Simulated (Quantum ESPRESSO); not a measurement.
# TaN (Fm-3m) in Quantum ESPRESSO: equation of state

How stiff is TaN in PBE, and what volume does it want? The cell is scaled to several volumes.

All numbers are computed with Quantum ESPRESSO 7.5; they aren't measurements. Logs are shortened: lines on timing, memory, paths and dates and some standing lists are left out, and cuts for length are marked.

## Step 1: The structure

The structure is cubic, space group Fm-3m (No. 225). The conventional cell has a = 4.358 Å, b = 4.358 Å, c = 4.358 Å, α = 90.00°, β = 90.00°, γ = 90.00°. Ta (site symmetry m-3m) has 6 N at 2.18 Å as nearest neighbours. N (site symmetry m-3m) has 6 Ta at 2.18 Å as nearest neighbours.

## Step 2: Single point, PBE, 9.73 Å³/atom

Contents of pw.in:

```
&CONTROL
  calculation = 'scf'
  prefix = 'pwscf'
  outdir = './tmp'
  pseudo_dir = './pseudo'
  tprnfor = .true.
  tstress = .true.
  disk_io = 'nowf'
/
&SYSTEM
  ibrav = 0
  nat = 2
  ntyp = 2
  ecutwfc = 60
  ecutrho = 480
  nbnd = 15
  occupations = 'smearing'
  smearing = 'fd'
  degauss = 0.00367493
/
&ELECTRONS
  conv_thr = 4d-10
  electron_maxstep = 120
  mixing_beta = 0.5
/
ATOMIC_SPECIES
Ta   180.9479 Ta_pbe_v1.uspp.F.UPF
N     14.0070 N.pbe-n-radius_5.UPF
CELL_PARAMETERS angstrom
   0.0000000000    2.1345194141    2.1345194141
   2.1345194141    0.0000000000    2.1345194141
   2.1345194141    2.1345194141    0.0000000000
ATOMIC_POSITIONS crystal
Ta     0.5000000000    0.5000000000    0.5000000000
N      0.0000000000    0.0000000000    0.0000000000
K_POINTS automatic
10 10 10 0 0 0
```

Potentials or basis: SSSP 1.3 efficiency PBE.

On the command line:

```console
OMP_NUM_THREADS=1 pw.x -in pw.in > pw.out
```

pw.out:

```text
This program is part of the open-source Quantum ESPRESSO suite
     for quantum simulation of materials; please cite
[... 9 lines left out ...]
     --------------------
     sticks:   dense  smooth     PW     G-vecs:    dense   smooth      PW
     Sum        1069     547    163                23289     8291    1459

     Using Slab Decomposition

     bravais-lattice index     =            0
     lattice parameter (alat)  =       5.7045  a.u.
     unit-cell volume          =     131.2583 (a.u.)^3
     number of atoms/cell      =            2
     number of atomic types    =            2
     number of electrons       =        18.00
     number of Kohn-Sham states=           15
     kinetic-energy cutoff     =      60.0000  Ry
     charge density cutoff     =     480.0000  Ry
     scf convergence threshold =      4.0E-10
     mixing beta               =       0.5000
     number of iterations used =            8  plain     mixing
     Exchange-correlation= PBE
                           (   1   4   3   4   0   0   0)

     celldm(1)=   5.704453  celldm(2)=   0.000000  celldm(3)=   0.000000
     celldm(4)=   0.000000  celldm(5)=   0.000000  celldm(6)=   0.000000

     crystal axes: (cart. coord. in units of alat)
               a(1) = (   0.000000   0.707107   0.707107 )
               a(2) = (   0.707107   0.000000   0.707107 )
               a(3) = (   0.707107   0.707107   0.000000 )

     reciprocal axes: (cart. coord. in units 2 pi/alat)
               b(1) = ( -0.707107  0.707107  0.707107 )
               b(2) = (  0.707107 -0.707107  0.707107 )
               b(3) = (  0.707107  0.707107 -0.707107 )

     PseudoPot. # 1 for Ta read from file:
     Ta_pbe_v1.uspp.F.UPF
     Pseudo is Ultrasoft + core correction, Zval = 13.0
     Generated by new atomic code, or converted to UPF format
     Using radial grid of  921 points,  7 beta functions with:
                l(1) =   0
                l(2) =   0
                l(3) =   1
                l(4) =   1
                l(5) =   2
                l(6) =   2
                l(7) =   3
     Q(r) pseudized with  6 coefficients,  rinner =    1.300   1.300   1.300
                                                       1.300   1.300   1.300
                                                       1.300

     PseudoPot. # 2 for N  read from file:
     N.pbe-n-radius_5.UPF
     Pseudo is Ultrasoft + core correction, Zval =  5.0
     Generated using "atomic" code by A. Dal Corso  v.5.1
     Using radial grid of 1085 points,  4 beta functions with:
                l(1) =   0
                l(2) =   0
                l(3) =   1
                l(4) =   1
     Q(r) pseudized with 0 coefficients

     atomic species   valence    mass     pseudopotential
     Ta               13.00   180.94790     Ta( 1.00)
     N                 5.00    14.00700     N ( 1.00)

     48 Sym. Ops., with inversion, found

   Cartesian axes

     site n.     atom                  positions (alat units)
         1        Ta     tau(   1) = (   0.7071068   0.7071068   0.7071068  )
         2        N      tau(   2) = (   0.0000000   0.0000000   0.0000000  )

     number of k points=    47  Fermi-Dirac smearing, width (Ry)=  0.0037
                       cart. coord. in units 2pi/alat
        k(    1) = (   0.0000000   0.0000000   0.0000000), wk =   0.0020000
        k(    2) = (   0.0707107   0.0707107  -0.0707107), wk =   0.0160000
        k(    3) = (   0.1414214   0.1414214  -0.1414214), wk =   0.0160000
        k(    4) = (   0.2121320   0.2121320  -0.2121320), wk =   0.0160000
        k(    5) = (   0.2828427   0.2828427  -0.2828427), wk =   0.0160000
        k(    6) = (  -0.3535534  -0.3535534   0.3535534), wk =   0.0080000
[... 39 lines left out ...]
        k(   46) = (  -0.0707107  -0.3535534   0.6363961), wk =   0.0480000
        k(   47) = (  -0.7071068   0.2828427   0.0000000), wk =   0.0240000

     Dense  grid:    23289 G-vectors     FFT dimensions: (  40,  40,  40)

     Smooth grid:     8291 G-vectors     FFT dimensions: (  30,  30,  30)

     Initial potential from superposition of free atoms

     starting charge      17.9989, renormalised to      18.0000

     negative rho (up, down):  9.388E-02 0.000E+00
     Starting wfcs are   17 randomized atomic wfcs

     Self-consistent Calculation

     iteration #  1     ecut=    60.00 Ry     beta= 0.50
     Davidson diagonalization with overlap
     ethr =  1.00E-02,  avg # of iterations =  3.1

     negative rho (up, down):  9.608E-02 0.000E+00

     total energy              =    -162.00328958 Ry
     estimated scf accuracy    <       0.48190708 Ry

     iteration #  2     ecut=    60.00 Ry     beta= 0.50
     Davidson diagonalization with overlap
     ethr =  2.68E-03,  avg # of iterations =  2.1

     negative rho (up, down):  9.722E-02 0.000E+00

     total energy              =    -162.14781390 Ry
     estimated scf accuracy    <       0.17596806 Ry

     iteration #  3     ecut=    60.00 Ry     beta= 0.50
     Davidson diagonalization with overlap
     ethr =  9.78E-04,  avg # of iterations =  1.1

     negative rho (up, down):  9.958E-02 0.000E+00

     total energy              =    -162.18095995 Ry
     estimated scf accuracy    <       0.00213451 Ry

     iteration #  4     ecut=    60.00 Ry     beta= 0.50
     Davidson diagonalization with overlap
     ethr =  1.19E-05,  avg # of iterations =  2.8

     negative rho (up, down):  9.921E-02 0.000E+00

     total energy              =    -162.18131328 Ry
     estimated scf accuracy    <       0.00045412 Ry

     iteration #  5     ecut=    60.00 Ry     beta= 0.50
     Davidson diagonalization with overlap
     ethr =  2.52E-06,  avg # of iterations =  1.8

     negative rho (up, down):  9.916E-02 0.000E+00

     total energy              =    -162.18133045 Ry
     estimated scf accuracy    <       0.00003554 Ry
[... 19 lines left out ...]
     iteration #  8     ecut=    60.00 Ry     beta= 0.50
     Davidson diagonalization with overlap
     ethr =  1.12E-08,  avg # of iterations =  2.0

     negative rho (up, down):  9.913E-02 0.000E+00

     total energy              =    -162.18133009 Ry
     estimated scf accuracy    <       0.00000003 Ry

     iteration #  9     ecut=    60.00 Ry     beta= 0.50
     Davidson diagonalization with overlap
     ethr =  1.84E-10,  avg # of iterations =  2.5

     negative rho (up, down):  9.913E-02 0.000E+00

     total energy              =    -162.18133009 Ry
     estimated scf accuracy    <       0.00000001 Ry

     iteration # 10     ecut=    60.00 Ry     beta= 0.50
     Davidson diagonalization with overlap
     ethr =  8.21E-11,  avg # of iterations =  1.2

     negative rho (up, down):  9.913E-02 0.000E+00

     total energy              =    -162.18133009 Ry
     estimated scf accuracy    <          2.1E-09 Ry

     iteration # 11     ecut=    60.00 Ry     beta= 0.50
     Davidson diagonalization with overlap
     ethr =  1.19E-11,  avg # of iterations =  1.7

     negative rho (up, down):  9.913E-02 0.000E+00

     End of self-consistent calculation

          k = 0.0000 0.0000 0.0000 (   965 PWs)   bands (ev):

   -45.5572 -11.7438 -11.7438 -11.7438   4.2760  19.7605  19.7605  19.7605
    21.4957  21.4957  21.4957  23.9511  23.9511  26.1821  33.0163

          k = 0.0707 0.0707-0.0707 (  1007 PWs)   bands (ev):

   -45.5490 -11.8683 -11.7543 -11.7543   4.5603  18.5929  18.9254  18.9254
    21.8971  21.8971  21.9934  24.9814  24.9814  26.8627  33.8362

          k = 0.1414 0.1414-0.1414 (  1007 PWs)   bands (ev):

   -45.5275 -12.1816 -11.7816 -11.7816   5.3292  16.6588  17.6076  17.6076
    22.6195  22.8079  22.8079  27.0943  27.0943  28.3128  35.8115

          k = 0.2121 0.2121-0.2121 (  1023 PWs)   bands (ev):

   -45.5008 -12.5463 -11.8150 -11.8150   6.3705  14.8025  16.5242  16.5242
    23.5280  24.0948  24.0948  29.4089  29.4089  29.4406  36.9563

          k = 0.2828 0.2828-0.2828 (  1038 PWs)   bands (ev):

   -45.4792 -12.8258 -11.8417 -11.8417   7.3779  13.3460  15.8393  15.8393
    24.9147  25.4247  25.4247  29.0541  31.4209  31.4209  36.7843

          k =-0.3536-0.3536 0.3536 (  1056 PWs)   bands (ev):

   -45.4709 -12.9294 -11.8518 -11.8518   7.8503  12.7322  15.6063  15.6063
    26.0570  26.0570  26.1503  27.9188  32.3858  32.3858  36.9337

          k = 0.1414-0.0000 0.0000 (  1006 PWs)   bands (ev):

   -45.5463 -11.8611 -11.7817 -11.7817   4.6397  17.8121  19.1907  19.1907
    20.9606  22.6428  22.6428  24.1365  25.3577  27.5368  34.0960

          k = 0.2121 0.0707-0.0707 (  1016 PWs)   bands (ev):

   -45.5292 -12.0926 -11.8225 -11.8002   5.1991  16.4417  18.1398  18.4015
    21.1049  23.4757  23.5119  25.3756  26.5464  29.2537  35.7024

          k = 0.2828 0.1414-0.1414 (  1024 PWs)   bands (ev):

   -45.5043 -12.4277 -11.8610 -11.8332   6.0658  15.0978  16.8429  17.3026
    21.8749  24.5295  24.6009  27.5151  28.2882  30.8521  37.1960

          k = 0.3536 0.2121-0.2121 (  1028 PWs)   bands (ev):
[... 74 lines left out ...]
          k =-0.1414-0.5657 0.5657 (  1030 PWs)   bands (ev):

   -45.4523 -12.6539 -12.2092 -12.0376   6.2273  15.5907  16.7167  17.5499
    20.7333  27.0385  27.1423  28.4042  29.7808  32.8917  34.3863

          k =-0.0707-0.4950 0.4950 (  1035 PWs)   bands (ev):

   -45.4488 -12.6120 -12.3605 -11.9932   6.5914  14.9829  16.6308  16.7833
    22.2999  26.2174  26.3943  29.3125  30.4821  33.8470  34.9610

          k =-0.0000-0.4243 0.4243 (  1021 PWs)   bands (ev):

   -45.4560 -12.5893 -12.3564 -11.9232   6.9153  14.2780  16.2293  16.6700
    24.2419  25.3318  25.3683  28.1824  32.0663  34.0636  35.4863

          k = 0.5657-0.0000 0.0000 (  1030 PWs)   bands (ev):

   -45.4534 -12.6658 -12.0964 -12.0964   5.6849  16.2370  18.0072  18.8801
    18.8801  26.0156  27.7120  27.7120  28.8128  32.7295  34.4903

          k =-0.0707-0.6364 0.6364 (  1031 PWs)   bands (ev):

   -45.4451 -12.7002 -12.1741 -12.1067   5.7082  16.7281  17.3152  18.5496
    19.4924  26.8992  27.6467  27.7204  29.5017  32.1221  33.8855

          k = 0.0000-0.5657 0.5657 (  1037 PWs)   bands (ev):

   -45.4434 -12.6325 -12.3257 -12.0677   6.0418  16.2292  16.8631  17.6920
    20.6150  27.0267  27.1747  28.6081  29.5130  32.7593  34.5070

          k =-0.7071 0.0000 0.0000 (  1034 PWs)   bands (ev):

   -45.4424 -12.7428 -12.1329 -12.1329   5.5182  17.0556  17.7526  19.0122
    19.0122  26.2895  27.9455  27.9455  29.4040  31.7562  33.3508

          k = 0.2828 0.1414 0.0000 (  1024 PWs)   bands (ev):

   -45.5105 -12.2806 -11.9260 -11.8161   5.7504  15.4287  17.4345  17.8583
    21.2545  24.3293  24.7995  25.6603  27.9199  30.8938  37.2735

          k = 0.3536 0.2121-0.0707 (  1032 PWs)   bands (ev):

   -45.4872 -12.5282 -12.0114 -11.8512   6.4494  14.5707  16.5088  17.1435
    22.0201  25.0879  26.0546  27.0870  29.5305  32.0612  37.0442

          k =-0.2828-0.4243 0.5657 (  1030 PWs)   bands (ev):

   -45.4682 -12.7308 -12.0531 -11.8960   7.0401  13.9115  16.0394  16.5082
    23.1548  25.9672  26.1958  28.9026  30.7015  32.6091  35.7688

          k =-0.2121-0.3536 0.4950 (  1036 PWs)   bands (ev):

   -45.4610 -12.8077 -12.0632 -11.9176   7.2752  13.6466  16.0627  16.1152
    24.4059  25.0227  26.5954  29.8446  31.5309  32.3350  35.4805

          k = 0.4243 0.1414-0.0000 (  1036 PWs)   bands (ev):

   -45.4783 -12.5097 -12.0532 -11.9528   6.1589  14.9515  17.4833  17.4907
    20.5390  26.1110  26.4049  26.8667  28.6004  32.9873  36.8534

          k =-0.2121-0.4950 0.6364 (  1035 PWs)   bands (ev):

   -45.4611 -12.6285 -12.1550 -11.9949   6.4609  14.9619  16.6456  17.0962
    21.4770  26.4360  26.9684  27.8326  30.1483  33.1962  35.0696

          k =-0.1414-0.4243 0.5657 (  1037 PWs)   bands (ev):

   -45.4522 -12.6716 -12.2432 -12.0035   6.7257  14.7105  16.4527  16.6538
    22.7825  25.2718  27.1439  29.4668  30.4250  33.6287  34.9180

          k =-0.0707-0.3536 0.4950 (  1034 PWs)   bands (ev):

   -45.4549 -12.6419 -12.2787 -11.9617   6.8591  14.4140  16.3070  16.6196
    23.9126  24.5389  26.6345  28.6096  31.4278  33.8825  35.3375

          k = 0.0000-0.2828 0.4243 (  1031 PWs)   bands (ev):

   -45.4683 -12.5927 -12.1903 -11.8986   6.7653  14.3470  16.2497  16.8512
    22.8697  25.8911  25.9844  27.3829  31.0840  32.9314  35.9267

          k =-0.1414-0.5657 0.7071 (  1032 PWs)   bands (ev):

   -45.4523 -12.6460 -12.1549 -12.0889   5.9602  16.0314  17.2651  17.7215
    20.2542  26.8591  27.2429  27.6521  29.5869  32.8093  34.5444

          k =-0.0707-0.4950 0.6364 (  1035 PWs)   bands (ev):

   -45.4451 -12.6183 -12.2917 -12.0979   6.1630  16.0755  16.7860  17.2196
    21.2688  26.1125  27.6990  28.2901  29.8101  33.2376  34.7907

          k = 0.0000-0.4243 0.5657 (  1036 PWs)   bands (ev):

   -45.4460 -12.4883 -12.4763 -12.0429   6.5100  15.2410  16.7191  16.7729
    22.6792  24.9935  27.2779  28.9159  30.0662  34.5879  35.8334

          k =-0.7071 0.1414 0.0000 (  1030 PWs)   bands (ev):

   -45.4424 -12.6868 -12.1935 -12.1471   5.7841  16.9522  17.1796  17.7345
    20.2219  27.0304  27.2951  27.9512  29.6598  32.2763  34.0205

          k =-0.1414-0.4243 0.7071 (  1031 PWs)   bands (ev):

   -45.4495 -12.5851 -12.3059 -12.0648   6.4773  15.3030  16.6594  16.7787
    22.4997  25.1584  27.4885  28.0968  30.5376  34.0746  35.2962

          k =-0.0707-0.3536 0.6364 (  1036 PWs)   bands (ev):

   -45.4450 -12.5290 -12.3903 -12.1050   6.4858  15.3956  16.6692  16.7404
    23.6615  23.7444  27.7096  28.9803  29.5259  35.0318  35.7668

          k =-0.7071 0.2828 0.0000 (  1032 PWs)   bands (ev):

   -45.4423 -12.5380 -12.3497 -12.1700   6.2712  16.0859  16.7698  16.7742
    22.4019  24.8781  27.9605  28.4216  29.3449  34.4474  35.6914

     the Fermi energy is    23.8751 ev

!    total energy              =    -162.18133009 Ry
     estimated scf accuracy    <          1.5E-10 Ry
     smearing contrib. (-TS)   =      -0.00036410 Ry
     internal energy E=F+TS    =    -162.18096599 Ry

     The total energy is F=E-TS. E is the sum of the following terms:
     one-electron contribution =       0.24391308 Ry
     hartree contribution      =      13.47618268 Ry
     xc contribution           =     -48.08547261 Ry
     ewald contribution        =    -127.81558915 Ry

     convergence has been achieved in  11 iterations

     negative rho (up, down):  9.913E-02 0.000E+00

     Forces acting on atoms (cartesian axes, Ry/au):

     atom    1 type  1   force =     0.00000000    0.00000000   -0.00000000
     atom    2 type  2   force =    -0.00000000   -0.00000000    0.00000000

     Total force =     0.000000     Total SCF correction =     0.000000

     Computing stress (Cartesian axis) and pressure

     negative rho (up, down):  9.913E-02 0.000E+00
          total   stress  (Ry/bohr**3)                   (kbar)     P=      416.85
   0.00283368   0.00000000  -0.00000000          416.85        0.00       -0.00
   0.00000000   0.00283368  -0.00000000            0.00      416.85       -0.00
  -0.00000000  -0.00000000   0.00283368           -0.00       -0.00      416.85

=------------------------------------------------------------------------------=
   JOB DONE.
=------------------------------------------------------------------------------=
```

Wall time 19 s (1 thread of Arm Neoverse V1, shared host); peak memory 0.19 GiB.

Results:

```
Free energy            : -2206.5894 eV
Pressure               : 41.7 GPa
Band gap on the k mesh : none (metal or under the smearing width)
```

## Step 3: Single point, PBE, 9.93 Å³/atom

pw.in: that of step 2 with these lines changed.

```diff
@@ -29,5 +29,5 @@
 CELL_PARAMETERS angstrom
-   0.0000000000    2.1345194141    2.1345194141
-   2.1345194141    0.0000000000    2.1345194141
-   2.1345194141    2.1345194141    0.0000000000
+   0.0000000000    2.1495517363    2.1495517363
+   2.1495517363    0.0000000000    2.1495517363
+   2.1495517363    2.1495517363    0.0000000000
 ATOMIC_POSITIONS crystal
```

Potentials or basis: SSSP 1.3 efficiency PBE.

On the command line:

```console
OMP_NUM_THREADS=1 pw.x -in pw.in > pw.out
```

Wall time 23 s (1 thread of Arm Neoverse V1, shared host); peak memory 0.19 GiB.

The run converged. Its results:

* Free energy: -2206.6843 eV
* Pressure: 31.5 GPa
* Band gap on the k mesh: none (metal or under the smearing width)

## Step 4: Single point, PBE, 10.14 Å³/atom

pw.in: that of step 3 with these lines changed.

```diff
@@ -29,5 +29,5 @@
 CELL_PARAMETERS angstrom
-   0.0000000000    2.1495517363    2.1495517363
-   2.1495517363    0.0000000000    2.1495517363
-   2.1495517363    2.1495517363    0.0000000000
+   0.0000000000    2.1643766995    2.1643766995
+   2.1643766995    0.0000000000    2.1643766995
+   2.1643766995    2.1643766995    0.0000000000
 ATOMIC_POSITIONS crystal
```

On the command line:

```console
OMP_NUM_THREADS=1 pw.x -in pw.in > pw.out
```

Wall time 23 s (1 thread of Arm Neoverse V1, shared host); peak memory 0.2 GiB.

The run converged. Its results:

```yaml
Free_energy: -2206.7541 eV
Pressure: 22.2 GPa
Band_gap_on_the_k_mesh: none (metal or under the smearing width)
```

## Step 5: Single point, PBE, 10.35 Å³/atom

pw.in: that of step 4 with these lines changed.

```diff
@@ -29,5 +29,5 @@
 CELL_PARAMETERS angstrom
-   0.0000000000    2.1643766995    2.1643766995
-   2.1643766995    0.0000000000    2.1643766995
-   2.1643766995    2.1643766995    0.0000000000
+   0.0000000000    2.1790013100    2.1790013100
+   2.1790013100    0.0000000000    2.1790013100
+   2.1790013100    2.1790013100    0.0000000000
 ATOMIC_POSITIONS crystal
```

On the command line:

```console
OMP_NUM_THREADS=1 pw.x -in pw.in > pw.out
```

It took 20 s on 1 thread of Arm Neoverse V1, shared host; peak memory 0.2 GiB.

It converged, with:

```
Free energy            : -2206.8014 eV
Pressure               : 14.0 GPa
Band gap on the k mesh : none (metal or under the smearing width)
```

## Step 6: Single point, PBE, 10.55 Å³/atom

pw.in: that of step 5 with these lines changed.

```diff
@@ -29,5 +29,5 @@
 CELL_PARAMETERS angstrom
-   0.0000000000    2.1790013100    2.1790013100
-   2.1790013100    0.0000000000    2.1790013100
-   2.1790013100    2.1790013100    0.0000000000
+   0.0000000000    2.1934322028    2.1934322028
+   2.1934322028    0.0000000000    2.1934322028
+   2.1934322028    2.1934322028    0.0000000000
 ATOMIC_POSITIONS crystal
```

Potentials or basis: SSSP 1.3 efficiency PBE.

On the command line:

```console
OMP_NUM_THREADS=1 pw.x -in pw.in > pw.out
```

Run time: 20 s. Hardware: 1 thread of Arm Neoverse V1, shared host; peak memory 0.21 GiB.

Results (log left out):

```
Free energy            : -2206.8283 eV
Pressure               : 6.5 GPa
Band gap on the k mesh : none (metal or under the smearing width)
```

## Step 7: Single point, PBE, 10.76 Å³/atom

pw.in: that of step 6 with these lines changed.

```diff
@@ -29,5 +29,5 @@
 CELL_PARAMETERS angstrom
-   0.0000000000    2.1934322028    2.1934322028
-   2.1934322028    0.0000000000    2.1934322028
-   2.1934322028    2.1934322028    0.0000000000
+   0.0000000000    2.2076756682    2.2076756682
+   2.2076756682    0.0000000000    2.2076756682
+   2.2076756682    2.2076756682    0.0000000000
 ATOMIC_POSITIONS crystal
```

On the command line:

```console
OMP_NUM_THREADS=1 pw.x -in pw.in > pw.out
```

It took 21 s on 1 thread of Arm Neoverse V1, shared host; peak memory 0.21 GiB.

The run converged. Its results:

```
Free energy            : -2206.8369 eV
Pressure               : -0.2 GPa
Band gap on the k mesh : none (metal or under the smearing width)
```

## Step 8: Single point, PBE, 10.97 Å³/atom

pw.in: that of step 7 with these lines changed.

```diff
@@ -29,5 +29,5 @@
 CELL_PARAMETERS angstrom
-   0.0000000000    2.2076756682    2.2076756682
-   2.2076756682    0.0000000000    2.2076756682
-   2.2076756682    2.2076756682    0.0000000000
+   0.0000000000    2.2217376758    2.2217376758
+   2.2217376758    0.0000000000    2.2217376758
+   2.2217376758    2.2217376758    0.0000000000
 ATOMIC_POSITIONS crystal
```

On the command line:

```console
OMP_NUM_THREADS=1 pw.x -in pw.in > pw.out
```

Wall time 21 s (1 thread of Arm Neoverse V1, shared host); peak memory 0.21 GiB.

The run converged. Its results:

```
Free energy            : -2206.8291 eV
Pressure               : -6.3 GPa
Band gap on the k mesh : none (metal or under the smearing width)
```

(Continued in part 2 of 2.)
